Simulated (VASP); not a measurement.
# Te (Im-3m) in VASP: notebook

Runs on Te. Level: BLYP. Tasks: single point.

All numbers are computed with VASP 6.6.1; they aren't measurements. Logs are shortened: lines on timing, memory, paths and dates and some standing lists are left out, and cuts for length are marked.

## (1) Starting point

It takes space group Im-3m (No. 229, cubic). Conventional cell: a = 4.003 Å, b = 4.003 Å, c = 4.003 Å, α = 90.00°, β = 90.00°, γ = 90.00°. Around Te (site symmetry m-3m) lie 8 Te at 3.47 Å.

This isn't the form of Te at room conditions, which is trigonal, of chains.

## (2) Single point, BLYP

INCAR

```
  AGGAC = 1.0
  AGGAX = 1.0
  ALDAC = 0.0
  ALDAX = 1.0
  ALGO = Normal
  EDIFF = 1E-6
  ENCUT = 520
  GGA = B5
  ISIF = 2
  ISMEAR = -1
  LASPH = True
  LCHARG = True
  LELF = True
  LREAL = False
  LVHAR = True
  LWAVE = False
  NBANDS = 9
  NELM = 60
  PREC = Accurate
  SIGMA = 0.1
```

KPOINTS

```
k-points
0
Gamma
  18 18 18
```

POSCAR

```
Te
1.0
   -2.0014932162      2.0014932162      2.0014932162
    2.0014932162     -2.0014932162      2.0014932162
    2.0014932162      2.0014932162     -2.0014932162
Te
1
Direct
    0.0000000000      0.0000000000      0.0000000000
```

Potentials or basis: VASP PAW PBE potentials, release 64 (Te).

Run with:

```sh
$ cat potpaw_PBE.64/Te/POTCAR > POTCAR
$ mpirun -np 1 vasp_std > vasp.out
```

OUTCAR:

```text
EDIFF = 1E-6
   ENCUT = 520
   GGA = B5
   ISIF = 2
   ISMEAR = -1
   LASPH = True
   LREAL = False
   NELM = 60
   PREC = Accurate

 ion  position               nearest neighbor table
   1  0.000  0.000  0.000-

  LATTYP: Found a body centered cubic cell.
 ALAT       =     4.0029864324

  Lattice vectors:

 A1 = (  -2.0014932162,   2.0014932162,   2.0014932162)
 A2 = (   2.0014932162,  -2.0014932162,   2.0014932162)
 A3 = (   2.0014932162,   2.0014932162,  -2.0014932162)

Analysis of symmetry for initial positions (statically):
=====================================================================
 Subroutine PRICEL returns:
 Original cell was already a primitive cell.

 Routine SETGRP: Setting up the symmetry group for a
 body centered cubic supercell.

 Subroutine GETGRP returns: Found 48 space group operations
 (whereof 48 operations were pure point group operations)
 out of a pool of 48 trial point group operations.

The static configuration has the point symmetry O_h .

Analysis of symmetry for dynamics (positions and initial velocities):
=====================================================================
 Subroutine PRICEL returns:
 Original cell was already a primitive cell.

 Routine SETGRP: Setting up the symmetry group for a
 body centered cubic supercell.

 Subroutine GETGRP returns: Found 48 space group operations
 (whereof 48 operations were pure point group operations)
 out of a pool of 48 trial point group operations.

The dynamic configuration has the point symmetry O_h .

 Subroutine INISYM returns: Found 48 space group operations
 (whereof 48 operations are pure point group operations),
 and found     1 'primitive' translations

----------------------------------------------------------------------------------------

                                     Primitive cell

  volume of cell :      32.0717

  direct lattice vectors                    reciprocal lattice vectors
    -2.001493216  2.001493216  2.001493216     0.000000000  0.249813487  0.249813487
     2.001493216 -2.001493216  2.001493216     0.249813487  0.000000000  0.249813487
     2.001493216  2.001493216 -2.001493216     0.249813487  0.249813487  0.000000000

  length of vectors
     3.466687941  3.466687941  3.466687941     0.353289622  0.353289622  0.353289622

  position of ions in fractional coordinates (direct lattice)
     0.000000000  0.000000000  0.000000000

  ion indices of the primitive-cell ions
   primitive index   ion index
                 1           1

----------------------------------------------------------------------------------------

 KPOINTS: k-points

Automatic generation of k-mesh.
 Grid dimensions read from file:
 generate k-points for:   18   18   18

 Generating k-lattice:

  Cartesian coordinates                     Fractional coordinates (reciprocal lattice)
     0.000000000  0.013878527  0.013878527     0.055555556  0.000000000  0.000000000
     0.013878527  0.000000000  0.013878527     0.000000000  0.055555556  0.000000000
     0.013878527  0.013878527  0.000000000     0.000000000  0.000000000  0.055555556

  Length of vectors
     0.019627201  0.019627201  0.019627201

  Shift w.r.t. Gamma in fractional coordinates (k-lattice)
     0.000000000  0.000000000  0.000000000

 Subroutine IBZKPT returns following result:
 ===========================================

 Found    195 irreducible k-points:

 Following reciprocal coordinates:
            Coordinates               Weight
  0.000000  0.000000  0.000000      1.000000
  0.055556  0.000000  0.000000     12.000000
  0.111111  0.000000  0.000000     12.000000
  0.166667  0.000000  0.000000     12.000000
  0.222222  0.000000  0.000000     12.000000
  0.277778  0.000000  0.000000     12.000000
[... 16 lines left out ...]
  0.333333  0.111111  0.000000     48.000000
  0.388889  0.111111 -0.000000     48.000000
 [... further k-points ...]
   k-points           NKPTS =    195   k-points in BZ     NKDIM =    195   number of bands    NBANDS=      9
   number of dos      NEDOS =    301   number of ions     NIONS =      1
   total plane-waves  NPLWV =  21952
   dimension x,y,z NGX =    28 NGY =   28 NGZ =   28
   dimension x,y,z NGXF=    56 NGYF=   56 NGZF=   56
   ions per type =               1
   NGX,Y,Z   is equivalent  to a cutoff of  13.43, 13.43, 13.43 a.u.
   NGXF,Y,Z  is equivalent  to a cutoff of  26.85, 26.85, 26.85 a.u.
 SYSTEM =  unknown system
   PREC   = accura    normal or accurate (medium, high low for compatibility)
   ISTART =      0    job   : 0-new  1-cont  2-samecut
   ICHARG =      2    charge: 1-file 2-atom 10-const
   ISPIN  =      1    spin polarized calculation?
   LNONCOLLINEAR =      F non collinear calculations
   LSORBIT =      F    spin-orbit coupling
   LASPH  =      T    aspherical Exc in radial PAW
   ENCUT  =  520.0 eV  38.22 Ry    6.18 a.u.   6.45  6.45  6.45*2*pi/ulx,y,z
   NELM   =     60;   NELMIN=  2; NELMDL= -5     # of ELM steps
   EDIFF  = 0.1E-05   stopping-criterion for ELM
   LREAL  =      F    real-space projection
   EDIFFG = 0.1E-04   stopping-criterion for IOM
   NSW    =      0    number of steps for IOM
   IBRION =     -1    ionic relax: 0-MD 1-quasi-New 2-CG
   NFREE  =      0    steps in history (QN), initial steepest desc. (CG)
   ISIF   =      2    stress and relaxation
   ISYM   =      2    0-nonsym 1-usesym 2-fastsym
   POTIM  = 0.5000    time-step for ionic-motion
   TEBEG  =    0.0;   TEEND  =   0.0 temperature during run
   PSTRESS=    0.0 pullay stress
   NELECT =       6.0000    total number of electrons
   NUPDOWN=      -1.0000    fix difference up-down
   EMIN   =  10.00;   EMAX   =-10.00  energy-range for DOS
   EFERMI =   0.00;   METHOD = LEGACY
   ISMEAR =    -1;   SIGMA  =   0.10  broadening in eV -4-tet -1-fermi 0-gaus
   EFERMI_NEDOS =   21; number of points for ismear=-14 and -15
   IALGO  =     38    algorithm
   IMIX   =      4    mixing-type and parameters
     AMIX     =   0.40;   BMIX     =  1.00
     AMIX_MAG =   1.60;   BMIX_MAG =  1.00
  volume/ion in A,a.u.               =      32.07       216.43
  Fermi-wavevector in a.u.,A,eV,Ry     =   0.936306  1.769362 11.927804  0.876669
  Thomas-Fermi vector in A             =   2.063302
   LORBIT       =      0    0 simple, 1 ext, 2 COOP (PROOUT), +10 PAW based schemes
   GGA     = B5    functional components
   LHFCALC =     F    Hartree Fock is set to
   AEXX    =    0.0000 exact exchange contribution
   IVDW    =     0    specifies the selected vdW correction
   LEPSILON=     F    determine dielectric tensor
   LRPA    =     F    only Hartree local field effects (RPA)
 non-spin polarized calculation
  energy-cutoff  :      520.00
  volume of cell :       32.07
 maximum number of plane-waves:       899
 NGX is ok and might be reduce to    28
   NGX = 13   NGY = 13   NGZ = 13

 number of electron       6.0000000 magnetization

 Free energy of the ion-electron system (eV)
  ---------------------------------------------------
  ext. energy  EPLUGINS =         0.00000000
  ---------------------------------------------------
  free energy    TOTEN  =        -2.10200852 eV

  energy without entropy =       -2.07331640  energy(sigma->0) =       -2.08766246

 E-fermi :   6.7317     XC(G=0):  -8.8902

 val. band max:        6.6998039004   @ k =   0.4444   0.0000   0.0000
 cond. band min:       6.7336641915   @ k =  -0.3889   0.3889   0.0556
 fundamental gap:      0.0338602911
 Fermi energy:         6.7316683222

 k-point     1 :       0.0000    0.0000    0.0000
  band No.  band energies     occupation
      1      -6.2579      2.00000
      2       9.0200      0.00000
      3       9.0200      0.00000
      4       9.0200      0.00000
      5      15.6002      0.00000
      6      16.4389      0.00000
      7      16.4389      0.00000
      8      16.4389      0.00000
      9      18.7790      0.00000

 k-point     2 :       0.0556    0.0000    0.0000
  band No.  band energies     occupation
      1      -6.2108      2.00000
      2       8.6854      0.00000
      3       8.9116      0.00000
      4       9.0017      0.00000
      5      15.7950      0.00000
      6      16.1970      0.00000
      7      16.3706      0.00000
      8      16.6400      0.00000
      9      18.0133      0.00000

 k-point     3 :       0.1111    0.0000    0.0000
  band No.  band energies     occupation
      1      -6.0704      2.00000
      2       7.8426      0.00003
      3       8.6231      0.00000
      4       8.9484      0.00000
      5      15.4595      0.00000
      6      15.6912      0.00000
      7      16.8671      0.00000
      8      17.2061      0.00000
      9      17.8453      0.00000

 k-point     4 :       0.1667    0.0000    0.0000
  band No.  band energies     occupation
      1      -5.8410      2.00000
      2       6.7528      0.89454
      3       8.2335      0.00000
      4       8.8651      0.00000
      5      14.7363      0.00000
      6      15.1511      0.00000
      7      17.4630      0.00000
      8      17.7518      0.00000
      9      18.0566      0.00000
[... 205 lines left out ...]
 k-point    22 :       0.2778    0.1111    0.0000
  band No.  band energies     occupation
      1      -4.6308      2.00000
      2       3.4482      2.00000
      3       6.5387      1.74651
      4       8.1138      0.00000
      5      13.5644      0.00000
      6      14.6370      0.00000
      7      17.3358      0.00000
      8      20.0725      0.00000
      9      20.3448      0.00000

 k-point    23 :       0.3333    0.1111    0.0000
  band No.  band energies     occupation
      1      -4.2404      2.00000
      2       2.6498      2.00000
      3       6.2343      1.98626
      4       8.0046      0.00001
      5      13.2884      0.00000
      6      14.5186      0.00000
      7      17.7325      0.00000
      8      20.5607      0.00000
      9      20.9346      0.00000

 k-point    24 :       0.3889    0.1111   -0.0000
  band No.  band energies     occupation
      1      -3.9402      2.00000
      2       2.0955      2.00000
      3       6.0502      1.99781
      4       7.9344      0.00001
      5      13.1211      0.00000
      6      14.4418      0.00000
      7      18.2576      0.00000
      8      19.9706      0.00000
      9      21.5332      0.00000

 [... further k-points ...]

------------------------ aborting loop because EDIFF is reached ----------------------------------------

  FORCE on cell =-STRESS in cart. coord.  units (eV):
  Direction    XX          YY          ZZ          XY          YZ          ZX
  --------------------------------------------------------------------------------------
  -------------------------------------------------------------------------------------
  Total        0.0040621      0.0040621      0.0040621      0.0000000      0.0000000     -0.0000000
  in kB        0.2029255      0.2029255      0.2029255      0.0000000      0.0000000     -0.0000000
  external PRESSURE =       0.2029255 kB  Pullay stress =       0.0000000 kB

 VOLUME and BASIS-vectors are now :
 -----------------------------------------------------------------------------
  energy-cutoff  :      520.00
  volume of cell :       32.07
      direct lattice vectors                 reciprocal lattice vectors
    -2.001493216  2.001493216  2.001493216     0.000000000  0.249813487  0.249813487
     2.001493216 -2.001493216  2.001493216     0.249813487  0.000000000  0.249813487
     2.001493216  2.001493216 -2.001493216     0.249813487  0.249813487  0.000000000

 POSITION                                       TOTAL-FORCE (eV/Angst)
 -----------------------------------------------------------------------------------
      0.00000      0.00000      0.00000         0.000000     -0.000000     -0.000000
 -----------------------------------------------------------------------------------
    total drift:                                0.000000      0.000000      0.000000

  FREE ENERGIE OF THE ION-ELECTRON SYSTEM (eV)
  ---------------------------------------------------
  free  energy   TOTEN  =        -2.1020085174 eV

  energy  without entropy=       -2.0733164025  energy(sigma->0) =       -2.08766246
```

Run time: 46 s. Hardware: 1 thread of AMD EPYC 7R43 (Zen 3), shared host; peak memory 0.16 GiB.

Results:

```
Free energy            : -2.1020 eV
Pressure               : 0.0 GPa
Band gap on the k mesh : none (metal or under the smearing width)
```

Levels at points of the mesh, in eV from the Fermi level:
```tsv
k point	band 1	band 2	band 3	band 4	band 5	band 6	band 7
(0.00, 0.00, 0.00)	-12.99	2.29	2.29	2.29	8.87	9.71	9.71
(0.50, 0.00, 0.00)	-10.63	-5.00	-0.08	1.64	5.73	6.75	12.80
(0.50, 0.50, 0.50)	-8.99	-2.55	-2.55	-2.55	3.72	3.72	16.92
```

Caveat: the PAW data sets were made with another functional, which shifts forces and pressure a little. The run has no spin-orbit coupling, so splittings on Te are missing.

## (3) Single point, BLYP

This run uses another cell than the first one, of 33.35 Å³/atom, 1.040 times its volume.

INCAR

```
PREC     = Accurate       # precision mode
ENCUT    = 520            # plane-wave cutoff, eV
EDIFF    = 1E-7           # SCF threshold, eV
ISMEAR   = -1             # smearing method
SIGMA    = 0.1            # smearing width, eV
LREAL    = False          # projectors in reciprocal space
LASPH    = True           # aspherical terms in the spheres
NELM     = 100            # most SCF steps
ALGO     = Normal         # electronic algorithm
ISIF     = 2              # what is computed and relaxed
LWAVE    = False          # write WAVECAR
LCHARG   = False          # write CHGCAR
GGA      = B5             # functional
ALDAX    = 1.0          
AGGAX    = 1.0          
AGGAC    = 1.0          
ALDAC    = 0.0          
NBANDS   = 9              # bands
```

KPOINTS

```
regular mesh
0
Gamma
  13 13 13
```

POSCAR

```
Te
1.0
   -2.0278316737      2.0278316737      2.0278316737
    2.0278316737     -2.0278316737      2.0278316737
    2.0278316737      2.0278316737     -2.0278316737
Te
1
Direct
    0.0000000000      0.0000000000      0.0000000000
```

Potentials or basis: VASP PAW PBE potentials, release 64 (Te).

Run with:

```sh
$ cat potpaw_PBE.64/Te/POTCAR > POTCAR
$ mpirun -np 1 vasp_std > vasp.out
```

Run time: 33 s. Hardware: 1 thread of AMD EPYC 7R43 (Zen 3), shared host; peak memory 0.13 GiB.

It converged, with:

```yaml
Free_energy: -2.0983 eV
Pressure: -1.4 GPa
Band_gap_on_the_k_mesh: none (metal or under the smearing width)
```

Levels at points of the mesh, in eV from the Fermi level:
```tsv
k point	band 1	band 2	band 3	band 4	band 5	band 6
(0.00, 0.00, 0.00)	-12.74	2.12	2.12	2.12	8.49	9.63
```

Caveat: the PAW data sets were made with another functional, which shifts forces and pressure a little.

## (4) Single point, BLYP

This run uses another cell than the first one, of 34.64 Å³/atom, 1.080 times its volume.

INCAR

```
AGGAC = 1.0
AGGAX = 1.0
ALDAC = 0.0
ALDAX = 1.0
ALGO = Normal
EDIFF = 1E-6
ENCUT = 520
GGA = B5
ISIF = 2
ISMEAR = -1
LASPH = True
LCHARG = False
LREAL = False
LWAVE = False
NBANDS = 9
NELM = 60
PREC = Accurate
SIGMA = 0.1
```

KPOINTS

```
k-points
0
Gamma
  13 13 13
```

POSCAR

```
Te
1.0
   -2.0535031543      2.0535031543      2.0535031543
    2.0535031543     -2.0535031543      2.0535031543
    2.0535031543      2.0535031543     -2.0535031543
Te
1
Direct
    0.0000000000      0.0000000000      0.0000000000
```

Run with:

```sh
$ cat potpaw_PBE.64/Te/POTCAR > POTCAR
$ mpirun -np 1 vasp_std > vasp.out
```

Run time: 25 s. Hardware: 1 thread of AMD EPYC 7R43 (Zen 3), shared host; peak memory 0.13 GiB.

The run converged. Its results:

- Free energy: -2.0827 eV
- Pressure: -2.5 GPa
- Band gap on the k mesh: none (metal or under the smearing width)

Levels at points of the mesh, in eV from the Fermi level:
```
           k point  band 1  band 2  band 3  band 4  band 5  band 6  band 7  band 8
(0.00, 0.00, 0.00)  -12.50    1.98    1.98    1.98    8.15    9.57    9.57    9.57
```

Caveat: the PAW data sets were made with another functional, which shifts forces and pressure a little.

## (5) Summary

```tsv
cell	k mesh	gap on the mesh (eV)	pressure (GPa)
Im-3m, 32.07 Å³/atom	18 × 18 × 18	none	0.0
Im-3m, 33.35 Å³/atom	13 × 13 × 13	none	-1.4
Im-3m, 34.64 Å³/atom	13 × 13 × 13	none	-2.5
```

Alike in all rows: task single point; level BLYP; potentials or basis VASP PAW PBE potentials, release 64 (Te); no spin polarisation; cutoff (eV) 520; smearing fermi-dirac 0.1 eV.

Every run on the cell as given and a fine mesh finds a metal.

Caveats: the PAW data sets were made with another functional, which shifts forces and pressure a little.

Absolute energies hang on the potentials; compare differences alone.
